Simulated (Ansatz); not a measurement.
## What a change of settings does to a run on CuO

The cell was built from the CsCl type and relaxed in the same program; it needn't be a known or the stable phase. The listed cell was then made from it by scaling, straining or moving an atom.

First run: DFT, PBE, PAW with Ansatz's default frozen-core files, scalar-relativistic (Ansatz 0.2.0).

Command: `ansatz run input.yaml --threads 1 --pin off --max-ram 2048MiB --backend cpu --events-out ev --progress --plain --runs-dir out` The run took 5.7 s on 1 thread of Arm Neoverse V2, on a shared host, peak memory 0.38 GiB.

```yaml
crystal:
  lattice:
    - [2.6368332336, 0.0, 0.0]
    - [0.0, 2.6368332336, 0.0]
    - [0.0, 0.0, 2.6368332336]
  atoms:
    - { symbol: Cu, position: [0.0758485586, 0.0, 0.0] }
    - { symbol: O, position: [0.5, 0.5, 0.5] }
kpoints:
  mp_grid: { grid: [12, 12, 12] }
scf:
  occupations: { method: fermi_dirac, width: 0.08 }
hamiltonian:
  xc: pbe
  pseudopotentials: { kind: paw }
output:
  forces: true
  stress: true
  eigenvalues: true
  efg: { contact_densities: true }
```

Result: converged; pressure 2.57 GPa; largest force 0.011 eV/Å; 6 SCF iterations.

Without spin polarisation or U, such a compound can come out metallic where the real one is a magnetic insulator.

The input is then changed:

```diff
@@ -5,10 +5,11 @@
     - [0.0, 0.0, 2.6368332336]
   atoms:
-    - { symbol: Cu, position: [0.0758485586, 0.0, 0.0] }
-    - { symbol: O, position: [0.5, 0.5, 0.5] }
+    - { symbol: Cu, position: [0.0758485586, 0.0, 0.0], spin: 0.2 }
+    - { symbol: O, position: [0.5, 0.5, 0.5], spin: 0.2 }
 kpoints:
   mp_grid: { grid: [12, 12, 12] }
 scf:
-  occupations: { method: fermi_dirac, width: 0.08 }
+  occupations: { method: methfessel_paxton, width: 0.001 }
+  initial_density: { chi_scale: 0.0 }
 hamiltonian:
   xc: pbe
@@ -19,3 +20,5 @@
   eigenvalues: true
   efg: { contact_densities: true }
+magnetization:
+  spin_polarized: true
```

**Question.** What does the second run give?

**Answer.** It converged; pressure 4.15 GPa; largest force 0.117 eV/Å; moment 1.00 μB; 17 SCF iterations.

The results part of its log:

```
SCF 1 converged in 17 iterations: F = -7190.051792 eV  dr2 = 1.11e-8
  greatest PAW one-centre occupation: 1.000 electrons in one spin orbital (limit 2), on the Cu atom at site 0 (counted from 0), in its partial waves of l = 0
this state was not tested for a lower state beside it, because cold or Methfessel-Paxton smearing, or corrected tetrahedra, fill the levels in a way that the test cannot read (fill_not_monotonic; see scf.lower_state_search)
SCF converged after 17 iterations
Magnetization: 1.0000 μB (13.0000 up, 12.0000 down)
Absolute magnetization: 1.0870 μB (∫|ρ↑−ρ↓|, with the PAW one-centre terms)
Spin contamination: 0.0039 ħ² per cell (⟨S²⟩ above its minimum at these occupations)
Per-site moments (μB) at R_I (Å): [(0.4884150164208369, 0.8968721883440983), (0.5393221043289945, 0.8968721883440983)]
Free energy (F): -7190.051792 eV
Harris-Foulkes:  -7190.051792 eV  (|F-HF|=1.06e-8)
Internal energy: -7190.051792 eV  (E = F + TS)
E sigma→0 (E₀):  -7190.051792 eV
Entropy (-TS):   0.000000 eV (0.000 meV/atom)
Fermi energy:    13.617119 eV
--- Per-component energies (eV) ---
  E_band       = -378.756445
  E_kinetic    = 470.497854
  E_local      = -4512.137246  (includes V_loc(G=0)·N_el)
  E_nonlocal   = 445.637725
  E_hartree    = 1959.650337
  E_xc         = -161.184368
  E_vxc        = -206.906609  (∫ρ·V_xc dr)
  E_paw        = -1825.014231  (= ΣΔE_a)
  E_vpaw       = -495.158018  (= ΣTr[D̂ρ^β])
  E_aug_tail   = 0.002471  (compensation charges beyond the density's cutoff)
  E_ewald      = -3567.504334
  E_smearing   = 0.000000  (= −TS)
  E_closure    = -0.000000  (closes the sum)
  Σ components = -7190.051792   (vs F -7190.051792, Δ=0.00e0)
--- Forces (eV/Å), atoms counted from 1 ---
  atom   1  Cu     0.11659729    -0.00000000     0.00000000
  atom   2  O     -0.11659303    -0.00000000     0.00000000
  max |Σ_I F_I| component: 4.26e-6 eV/Å
--- Stress (GPa, compression-positive) ---
        3.954787       0.000000       0.000000
        0.000000       4.245256       0.000000
        0.000000       0.000000       4.245256
  P = ⅓ Tr σ = 4.1484 GPa (41.484 kbar)
--- PAW observables at the nuclei: V_zz in 10²¹ V/m², potentials from the cell's mean, atoms counted from 1 ---
  atom   1  Cu V_zz =    -1.121554   η = 0.0000   by run symmetry: allowed
            electrostatic potential = -3759.219907 V   contact ρ = 147540.628636 e/Å³   contact ρ_s (e/Å³): all electrons -2.453501, valence -0.845991
  atom   2  O  V_zz =    -0.520632   η = 0.0000   by run symmetry: allowed
            electrostatic potential = -627.332053 V   contact ρ = 2162.635668 e/Å³   contact ρ_s (e/Å³): all electrons +0.093756, valence +0.947466
--- Band table (eV; the first three rows and the last of 392) ---
  k-point 0 ↑: bands = ["-98.7852", "-56.1829", "-56.1829", "-56.0752", "-6.1905", "9.8300", "10.1959", "10.9200", "10.9200", "11.5891", "11.7622", "11.9664", "11.9664", "14.0770", "28.6010", "29.1825", "32.9598"]
  k-point 1 ↑: bands = ["-98.7850", "-56.1855", "-56.1827", "-56.0750", "-6.1248", "9.7172", "10.0019", "10.7417", "10.8477", "11.4169", "11.6411", "12.1228", "12.2293", "14.5843", "28.4262", "28.8931", "32.8581"]
  k-point 2 ↑: bands = ["-98.7845", "-56.1927", "-56.1821", "-56.0744", "-5.9385", "8.7945", "9.9809", "10.4213", "10.9940", "11.0453", "11.6869", "12.4807", "12.5646", "15.5745", "27.2043", "29.0688", "32.5536"]
  k-point 195 ↓: bands = ["-98.1416", "-55.5749", "-55.5749", "-55.5377", "-2.5813", "7.9601", "7.9601", "8.0832", "12.6103", "12.6777", "14.1197", "14.1197", "14.3190", "20.5236", "20.7596", "20.7596", "26.3721"]
```
